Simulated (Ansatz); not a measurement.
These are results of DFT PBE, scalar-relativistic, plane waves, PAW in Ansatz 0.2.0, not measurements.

Plane waves to 420 eV, a k mesh through Γ of 21×21×6 on the computed 4-atom cell and Gaussian smearing (0.10 eV); no spin polarisation.

Structure with the computed forces (eV/Å) in the last three columns:

```xyz
4
Lattice="2.4508 0.0000 0.0000 -1.2254 2.1224 0.0000 0.0000 0.0000 6.1260" Properties=species:S:1:pos:R:3:forces:R:3 pbc="T T T" pressure_GPa=5.54
C     0.0000    0.0000   -0.0902    0.0000    0.0000    3.5470
C     0.0000    0.0000    2.9728    0.0000    0.0000    3.5470
C     0.0000    1.4149    0.1209    0.0000    0.0000   -3.5470
C     1.2254    0.7075    3.1839    0.0000    0.0000   -3.5470
```

Stress tensor (GPa, compression positive):

```
7.34 0.00 0.00
0.00 7.34 0.00
0.00 0.00 1.92
```

The cell holds layers, and where no dispersion correction was added their binding is poorly described.